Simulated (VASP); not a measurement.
# H₂Te: convergence, self-consistent run

H₂Te, molecule in box, 3 atoms in the cell. PBEsol; PAW potentials Te, H (PBE set). VASP 6.6.1. The cell is changed on purpose: last atom moved by 0.05 Å along z.

Wanted: energy within 2 meV/atom; forces within 0.01 eV/Å.

What the run is for: forces; Accuracy asked: standard.

POSCAR:
```
TeH2
1.0
   11.0000000000      0.0000000000      0.0000000000
    0.0000000000     11.0000000000      0.0000000000
    0.0000000000      0.0000000000     10.0000000000
Te H
1 2
Direct
    0.5657545500      0.4415863600      0.5429100000
    0.5360000000      0.5891500000      0.5436200000
    0.4366090900      0.4146681800      0.4681800000
```

The series start from Plane-wave cutoff (eV): 320; Precision mode (PREC): Accurate; Electronic threshold (eV): 1e-6; Bands in all (NBANDS): 15; Aspherical gradient terms in the spheres (LASPH): yes; Projection operators (LREAL): Auto, ROPT -0.00025; Electronic algorithm: ALGO=Normal; Use of symmetry (ISYM): defaults; Placing of the Fermi level (EFERMI): EFERMI=MIDGAP; Density mixing: defaults. Each series keeps the choices made before it, and each single choice may use up half of a tolerance.

## Plane-wave cutoff (eV)

| Plane-wave cutoff (eV) | Energy less reference (meV/atom) | Forces, largest deviation (eV/Å) | SCF iterations | Time (s) |
|---|---|---|---|---|
| 250 | 11.2 | 0.099 | 25 | 40 |
| 290 | 6.9 | 0.050 | 24 | 43 |
| 320 | 4.6 | 0.029 | 24 | 36 |
| 380 | 2.3 | 0.013 | 24 | 61 |
| 450 | 0.8 | 0.009 | 24 | 84 |
| 560 (reference) | 0.0 | 0.000 | 25 | 117 |

Chosen: 560; the next looser run is off by more than half of the tolerance, so convergence isn't shown beyond this value.

## Precision mode (PREC)

| Precision mode (PREC) | Energy less reference (meV/atom) | Forces, largest deviation (eV/Å) | SCF iterations | Time (s) |
|---|---|---|---|---|
| Low | 0.1 | 0.014 | 25 | 14 |
| SingleN | 0.1 | 0.014 | 25 | 14 |
| Normal | 0.1 | 0.013 | 24 | 35 |
| Accurate (reference) | 0.0 | 0.000 | 25 | 117 |

Chosen: Accurate; the one before it in the list is off by more than half of the tolerance.

## Electronic threshold (eV)

| Electronic threshold (eV) | Energy less reference (meV/atom) | Forces, largest deviation (eV/Å) | SCF iterations | Time (s) |
|---|---|---|---|---|
| 0.001 | 2.5 | 0.002 | 12 | 46 |
| 0.0001 | 0.0 | 0.000 | 21 | 81 |
| 1e-5 | 0.0 | 0.000 | 23 | 119 |
| 1e-6 | 0.0 | 0.000 | 25 | 117 |
| 1e-7 | 0.0 | 0.000 | 27 | 102 |
| 1e-8 (reference) | 0.0 | 0.000 | 31 | 134 |

Chosen: 0.0001, the loosest value from which every tighter one stays within half of the tolerance.

## Bands in all (NBANDS)

| Bands in all (NBANDS) | Energy less reference (meV/atom) | Forces, largest deviation (eV/Å) | SCF iterations | Time (s) |
|---|---|---|---|---|
| 5 | 0.0 | 0.000 | 20 | 56 |
| 6 | 0.0 | 0.000 | 20 | 56 |
| 8 | 0.2 | 0.001 | 18 | 55 |
| 10 | 0.2 | 0.001 | 18 | 50 |
| 15 | 0.0 | 0.000 | 21 | 81 |
| 26 (reference) | 0.0 | 0.000 | 21 | 81 |

Chosen: 5.

## All choices together

| Input | Energy less reference (meV/atom) | Forces, largest deviation (eV/Å) | Time (s) |
|---|---|---|---|
| the program's defaults (naive) | 15.9 | 0.101 | 6.7 |
| chosen settings | 0.0 | 0.000 | 56 |
| reference settings throughout | 0.0 | 0.000 | 121 |

The chosen settings stay within the tolerance of the reference run, but the reference itself isn't shown to be converged in: Plane-wave cutoff (eV).

Values of the reference run: Forces: 0.7164, -0.1692, 0.3429, -0.08517, 0.2677, -0.01327, -0.6313, -0.09847, -0.3296 eV/Å.

## The input

INCAR:
```
  GGA = PS
  ISMEAR = 0
  SIGMA = 0.03
  LWAVE = F
  LCHARG = F
  ISIF = 0
  PREC = Accurate
  LASPH = T
  LREAL = Auto
  ALGO = Normal
  EDIFF = 1E-4
  NELM = 120
  GGA_COMPAT = F
  ENCUT = 560
  EFERMI = MIDGAP
  NELMDL = -8
  NBANDS = 5
  ROPT = -0.00025 -0.00025
```

KPOINTS:
```
k-points
0
Gamma
  1 1 1
```

Commands:
```
cat potpaw_PBE.64/Te/POTCAR potpaw_PBE.64/H/POTCAR > POTCAR
mpirun -np 1 vasp_gam > vasp.out
```

The chosen input took VASP 6.6.1 56 s on 1 core (Intel Xeon Platinum 8488C (Sapphire Rapids)), a shared host.

## An input that fails: mixing far too strong

The electronic loop stops at its limit of 74 steps.

Changes against the starting input:
```
- NELM = 120
+ NELM = 74
+ IMIX = 1
+ AMIX = 2.0
+ BMIX = 0.0001
```
